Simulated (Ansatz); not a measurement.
**WSe$_{2}$: energy along a strain**

WSe$_{2}$, P-6m2, a = 3.318 Å, c = 16.658 Å (as given, not relaxed at this level: -1.7 GPa, forces to 0.19 eV/Å). The cell holds a free layer, 13 Å of vacuum away from its images, not a bulk crystal. Ansatz: PBEsol+D3(BJ), PAW, 420 eV, Γ-centred 12×12×2 mesh on 3 atoms, Gaussian smearing 0.05 eV; no spin polarisation. Cell vectors (Å): 3.318 0.000 0.000; -1.659 2.873 0.000; 0.000 0.000 16.658. The cell is strained by x per cent times the pattern (0 0 0 0 0 1) in the order xx yy zz yz xz xy (engineering shears), with fractional coordinates held. y is the free energy over the start, V0 = 52.939 Å³/atom. Symmetry makes y even in x. Points with a strain past 8.5 % were computed too (2) and aren't used here.

| x (%) | y (meV/atom) |
| --- | --- |
| -5.00 | 12.45 |
| 0.00 | 0.00 |
| 1.25 | 0.78 |
| 2.50 | 3.11 |
| 3.75 | 7.00 |
| 6.25 | 19.45 |
| 7.50 | ? |

Q: Fit y = c2 x² + c4 x⁴ to the other rows, get the stiffness along the pattern, and predict the missing energy.

A: Least squares on the rows shown. y = 0.49786 x² + 1.8862×10⁻⁶ x⁴. The clamped-ion stiffness p·C·p = 2 × 4.979 eV × 160.2 / 52.939 Å³ = 30 GPa, which is C66 in these axes (second derivative at the start, which stands under stress). The vacuum dilutes this figure; times the height of the cell it is 50 N/m for the layer. At x = 7.50 the fit asked for gives 28.01 meV/atom. The run gave 28.00 meV/atom, so the fit is 0.01 meV/atom too high, a small miss on the scale of the series.

Spin–orbit coupling is left out, which can shift energies with elements as heavy as these.

This form isn't the usual stable structure of the compound.